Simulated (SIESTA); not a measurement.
# MoP under changes of volume

One of the cells (14.640 Å³/atom); the others are scaled copies at fixed shape and fractional positions:

```
Mo P
1.0
     3.24434    0.00000    0.00000
    -1.62217    2.80969    0.00000
     0.00000    0.00000    3.21213
Mo P
1 1
Direct
  0.00000 0.00000 0.00000
  0.33333 0.66667 0.50000
```

* Program: SIESTA 5.4.2
* Functional: PBEsol
* Potentials or basis: PseudoDojo 0.4 standard (PBEsol files)
* Basis: DZP (energy shift 0.003 Ry; two zetas on semicore shells)
* Grid cutoff: 800 Ry
* Energy shift: 0.003 Ry
* k mesh: 10 × 10 × 8
* Occupations: fermi-dirac, width 0.05 eV
* Spin: no spin polarisation

| volume (Å³/atom) | energy over the lowest point (meV/atom) | pressure (GPa) |
| --- | --- | --- |
| 13.492 | 34.17 | 15.5 |
| 13.779 | ? | ? |
| 14.066 | 0.00 | 4.0 |
| 14.640 | 3.06 | -5.3 |
| 14.927 | 16.23 | -9.3 |
| 15.214 | 36.07 | -12.8 |

Task: What does the run at 13.779 Å³/atom give?

Result: Energy over the lowest point 11.95 meV/atom; pressure 9.4 GPa.

Worked out: A Birch-Murnaghan fit of order 3 (a polynomial in V^(-2/3)) to the other rows has its minimum at 14.30 Å³/atom with B0 = V·E''(V) = 236 GPa and B' = 4.4 at fixed shape and positions, which overstates the stiffness. It gives 11.91 meV/atom at 13.779 Å³/atom, against the run's 11.95, and -dE/dV = 9.4 GPa, against 9.4.

Energies are extrapolated to zero smearing.

Caveats: the basis of atomic orbitals isn't converged, which shifts pressures, moduli and gaps.
